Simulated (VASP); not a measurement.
Crystal: CuO (Tenorite).

```
CELL_PARAMETERS angstrom
2.34185 -1.71130 0.00000
2.34185 1.71130 0.00000
-0.85003 0.00000 5.05787
ATOMIC_POSITIONS crystal
Cu 0.50000 0.00000 0.50000
Cu 0.00000 0.50000 0.00000
O 0.41840 0.58160 0.75000
O 0.58160 0.41840 0.25000
```

| Property | Result |
| --- | --- |
| Program | VASP 6.6.1 |
| Task | single point |
| Functional | PBEsol |
| Potentials or basis | VASP PAW PBE potentials, release 64 (Cu, O) |
| Cutoff | 520 eV |
| k mesh | 10 × 10 × 5 |
| Occupations | fermi-dirac, width 0.05 eV |
| Spin | no spin polarisation |

On this cell: pressure -2.1 GPa; largest force 0.321 eV/Å; band gap on the k mesh none (metal or under the smearing width).

The same run follows on a disturbed copy (atoms moved at random, drawn with an rms of 0.05 Å):

```
Cu O
1.0
     2.34185   -1.71130    0.00000
     2.34185    1.71130    0.00000
    -0.85003    0.00000    5.05787
Cu O
2 2
Direct
  0.50631 0.99109 0.50005
  0.99695 0.51187 0.00777
  0.41258 0.58217 0.75430
  0.57936 0.40935 0.25162
```

Question: What does the disturbed cell give?

Answer: The energy (extrapolated to zero smearing) moves by +5.2 meV/atom; pressure -2.3 GPa; largest force 0.461 eV/Å; band gap on the k mesh none (metal or under the smearing width).

Forces in eV/Å, atoms in the order of the input:
```
Cu  -0.045  0.140  0.384
Cu  -0.191  0.012 -0.332
O    0.096 -0.439 -0.103
O    0.140  0.287  0.051
```

Stress tensor (GPa, compression positive):
```
-2.50 -0.19 -0.91
-0.19 -0.25 -0.46
-0.91 -0.46 -4.16
```

Caveats: the PAW data sets were made with another functional, which shifts forces and pressure a little; the run has no spin polarisation, though such a crystal can be magnetic; semilocal functionals often make such compounds metallic where correlation or magnetic order opens a gap, which also shifts bond lengths.
